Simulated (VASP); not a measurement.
A run of VASP 6.6.1 is set up as follows.

INCAR

```
ALGO     = Normal         # electronic algorithm
EDIFF    = 1E-6           # SCF threshold, eV
EDIFFG   = -0.005         # ionic threshold
ENCUT    = 600            # plane-wave cutoff, eV
GGA      = PE             # functional
IBRION   = 2              # ionic algorithm
ISIF     = 3              # what is computed and relaxed
ISMEAR   = -1             # smearing method
LASPH    = True           # aspherical terms in the spheres
LCHARG   = False          # write CHGCAR
LREAL    = False          # projectors in reciprocal space
LWAVE    = False          # write WAVECAR
NELM     = 60             # most SCF steps
NSW      = 80             # ionic steps
PREC     = Accurate       # precision mode
SIGMA    = 0.02           # smearing width, eV
```

KPOINTS

```
k-points
0
Gamma
  8 8 8
```

The input POSCAR:

```
AgBr
1.0
    0.0000000000      2.8701500000      2.8701500000
    2.8701500000      0.0000000000      2.8701500000
    2.8701500000      2.8701500000      0.0000000000
Ag Br
1 1
Direct
    0.0000000000      0.0000000000      0.0000000000
    0.5000000000      0.5000000000      0.5000000000
```

Potentials or basis: VASP PAW PBE potentials, release 64 (Ag, Br).

Launch:

```console
$ cat potpaw_PBE.64/Ag/POTCAR potpaw_PBE.64/Br/POTCAR > POTCAR
$ mpirun -np 1 vasp_std > vasp.out
```

**Question.** What does it give for the band gap on the k mesh?

**Answer.** 0.69 eV, indirect (least direct gap 2.45 eV).

**Question.** Predict the relaxed cell.

**Answer.** a = 4.127 Å, b = 4.127 Å, c = 4.127 Å, α = 60.00°, β = 60.00°, γ = 60.00°.

**Question.** Estimate the relaxed volume.

**Answer.** 24.84 Å³/atom.

**Question.** Estimate the space group after relaxing (to 0.05 Å).

**Answer.** Fm-3m (No. 225).

Final structure:
```yaml
crystal:
  lattice:
    - [0.00000, 2.91794, 2.91794]
    - [2.91794, 0.00000, 2.91794]
    - [2.91794, 2.91794, 0.00000]
  atoms:
    - { symbol: Ag, position: [0.00000, 0.00000, 0.00000] }
    - { symbol: Br, position: [0.50000, 0.50000, 0.50000] }
```

A k mesh can miss the band edges. PBE gaps usually lie below the measured ones, often by a third to a half.
